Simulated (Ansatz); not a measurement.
BP: energy along a strain

BP, F-43m, a = 4.538 Å (as given, not relaxed at this level: -2.0 GPa). Ansatz: PBEsol, PAW, 420 eV, Γ-centred 10×10×10 mesh on 2 atoms, Gaussian smearing 0.05 eV; no spin polarisation. Cell vectors (Å): 0.000 2.269 2.269; 2.269 0.000 2.269; 2.269 2.269 0.000. The cell is strained by x per cent times the pattern (0 1 0 0 0 0) in the order xx yy zz yz xz xy (engineering shears), with fractional coordinates held. y is the free energy over the start, V0 = 11.682 Å³/atom.

```
x (%) y (meV/atom)
-2.00          2.14
-1.50          0.65
-1.00         -0.19
-0.50         -0.40
 0.00          0.00
 0.50          1.03
 1.00             ?
 1.50          4.89
 2.00          7.71
```

**Question.** Fit y = c1 x + c2 x² + c3 x³ to the other rows, get the stiffness along the pattern, and predict the missing energy.

**Answer.** Least squares on the rows shown. y = 1.435 x + 1.231 x² − 0.01056 x³. The clamped-ion stiffness p·C·p = 2 × 12.31 eV × 160.2 / 11.682 Å³ = 338 GPa, which is C22 in these axes (C11 of the cubic crystal) (second derivative at the start, which stands under stress). At x = 1.00 the fit asked for gives 2.66 meV/atom. The run gave 2.66 meV/atom, the same to the digits shown.